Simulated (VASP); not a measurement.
# H2Pb: equation of state with r2SCAN

H2Pb:

```
CELL_PARAMETERS angstrom
3.42693 0.00000 0.00000
-1.71346 2.96781 0.00000
0.00000 0.00000 5.55707
ATOMIC_POSITIONS crystal
H 0.33333 0.66667 0.00000
H 0.66667 0.33333 0.50000
Pb 0.66667 0.33333 0.00000
```

The cell was built by a generator and needn't be a form met in nature.

- Program: VASP 6.6.1
- Task: equation of state
- Functional: r2SCAN
- Potentials or basis: VASP PAW PBE potentials, release 64 (H, Pb_d)
- Cutoff: 520 eV
- k mesh: 9 × 9 × 5
- Occupations: fermi-dirac, width 0.05 eV
- Spin: no spin polarisation

```yaml
Equilibrium_volume: "21.05 Å³/atom (rough: see the caveat)"
Bulk_modulus_at_fixed_shape_and_positions: 19.1 GPa (rough)
```

Energy against volume, from the lowest point:
| volume (Å³/atom) | energy (meV/atom) |
| --- | --- |
| 17.709 | 45.34 |
| 18.086 | 32.92 |
| 18.463 | 22.75 |
| 18.839 | 14.61 |
| 19.216 | 8.27 |
| 19.593 | 3.48 |
| 19.970 | 0.00 |

All runs of the series together: 7 min on 1 thread of Intel(R) Xeon(R) 6975P-C (Granite Rapids) (shared host).

Caveat: the fit is doubtful: noisy points or a state that changes with volume; the minimum lies outside the volumes run; the cell was scaled at fixed shape and fractional positions, which overstates the stiffness of a crystal with free parameters, most of all of layers and chains; the PAW data sets were made with another functional, which shifts forces and pressure a little. The run has no spin-orbit coupling, so splittings on Pb are missing.
